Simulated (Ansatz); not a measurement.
**CdTe, one cell by several methods**

```
CELL_PARAMETERS angstrom
0.00000 3.20500 3.20500
3.20500 0.00000 3.20500
3.20500 3.20500 0.00000
ATOMIC_POSITIONS crystal
Cd 0.00000 0.00000 0.00000
Te 0.75000 0.75000 0.75000
```

Atom numbers follow the list: Cd1, Te2.

The geometry is COD entry 1010539, unchecked; take it as a test cell. It differs from other determinations.

No spin–orbit coupling, which matters for the heavy atoms here.

Methods: DFT, LDA, PAW with Ansatz's default frozen-core files, scalar-relativistic (Ansatz 0.2.0); DFT, LDA, all-electron LAPW, scalar-relativistic (Ansatz 0.2.0).

For PAW: a Γ-centred 10×10×10 k mesh, Fermi–Dirac smearing of 0.08 eV, cutoff 420 eV, no spin polarisation; the PAW files were made with PBE, and the program remakes their frozen cores for this functional. LAPW targets a basis error of 0.25 meV/atom. The Ansatz runs share mesh, smearing and spin set-up. Plane-wave (PAW) pressures include the program's estimate of the Pulay term.

Stress and pressure are positive in compression.

Levels count from the top of the valence band.

PAW results:

```
                      quantity     PAW
                pressure (GPa)   -0.03
                 band gap (eV)   0.612
highest filled level at Γ (eV)   0.000
  lowest empty level at Γ (eV)   0.612
highest filled level at W (eV)  -2.373
  lowest empty level at W (eV)   4.268
```

Question: What does all-electron LAPW give for the same quantities?

Answer: 
| quantity | LAPW |
| --- | --- |
| pressure (GPa) | -0.01 |
| band gap (eV) | 0.610 |
| highest filled level at Γ (eV) | 0.000 |
| lowest empty level at Γ (eV) | 0.610 |
| highest filled level at W (eV) | -2.375 |
| lowest empty level at W (eV) | 4.267 |
